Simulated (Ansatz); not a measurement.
## Phonon spectrum of SrO

These are results of DFT PBE, scalar-relativistic, plane waves, PAW (Ansatz 0.2.0), not measurements. Plane waves to 420 eV; Γ-centred k mesh 6×6×6; fixed occupations. No spin polarisation. Phonons by linear response, acoustic sum rule imposed.

Equilibrium structure at this level:
```yaml
crystal:
  lattice:
    - [1.79606, 1.03695, 6.25094]
    - [-1.79606, 1.03695, 6.25094]
    - [0.00000, -2.07391, 6.25094]
  atoms:
    - { symbol: Sr, position: [0.12447, 0.12447, 0.12447] }
    - { symbol: Sr, position: [0.95529, 0.95529, 0.95529] }
    - { symbol: O, position: [0.54047, 0.54047, 0.54047] }
    - { symbol: O, position: [0.37162, 0.37162, 0.37162] }
```

The cell was found from a structure generator's guess, not taken from experiment. The q mesh is coarse, so values between its points are rough.

Force constants from linear response on a 2×2×2 q mesh.

Path: Γ–T–H2 | H0–L–Γ–S0 | S2–F–Γ. Only the points of the 2×2×2 mesh were computed; the rest is interpolation, which is rough on so few points. On the mesh no mode is imaginary. Distance along the path (Å⁻¹), then the branches (cm⁻¹, negative for imaginary; the LO field is included):
```
0.000  0 0 0 79 79 206 206 225 225 234 430 455
0.126  10 10 43 78 78 202 202 229 229 229 431 455
0.251  20 20 77 77 85 194 194 214 235 235 432 455
0.377  28 28 76 76 124 188 188 191 239 239 434 455
0.503  31 31 75 75 156 165 185 185 240 240 435 455
0.778  52 77 85 101 148 162 197 217 238 255 412 434
1.054  85 106 119 134 146 167 223 231 246 279 374 395
1.329  102 114 138 143 168 182 228 250 258 295 346 358
1.605  88 135 150 162 172 177 223 270 297 301 317 326
1.685  85 140 150 157 173 178 225 272 293 298 319 327
1.847  81 140 140 147 172 192 230 268 271 288 313 361
2.009  80 120 123 152 176 202 236 245 254 287 312 389
2.171  80 106 111 154 178 209 229 240 242 288 313 405
2.380  79 102 108 156 178 206 226 238 239 287 318 408
2.636  66 92 98 144 172 191 222 223 233 274 351 419
2.892  45 64 87 107 121 202 211 213 228 252 397 431
3.147  16 23 38 80 86 190 207 220 225 236 429 439
3.275  0 0 0 79 80 188 206 220 225 235 434 439
3.575  32 55 83 89 106 196 211 216 227 247 410 433
3.874  57 100 104 144 154 195 212 230 237 274 360 413
4.174  74 129 135 161 166 188 225 258 263 288 321 374
4.474  86 141 143 168 169 176 223 272 289 311 317 321
4.543  88 136 142 169 172 175 222 269 286 312 318 326
4.680  92 122 139 155 179 184 218 257 267 308 332 345
4.818  94 109 126 150 184 191 217 235 256 309 344 360
4.956  96 100 115 150 187 194 217 220 250 310 351 368
5.158  95 95 112 153 184 192 218 219 247 308 351 375
5.424  79 86 102 153 161 187 220 223 233 290 363 400
5.690  54 63 88 109 119 207 209 212 230 257 400 425
5.956  20 24 39 80 85 193 206 221 226 236 429 439
```
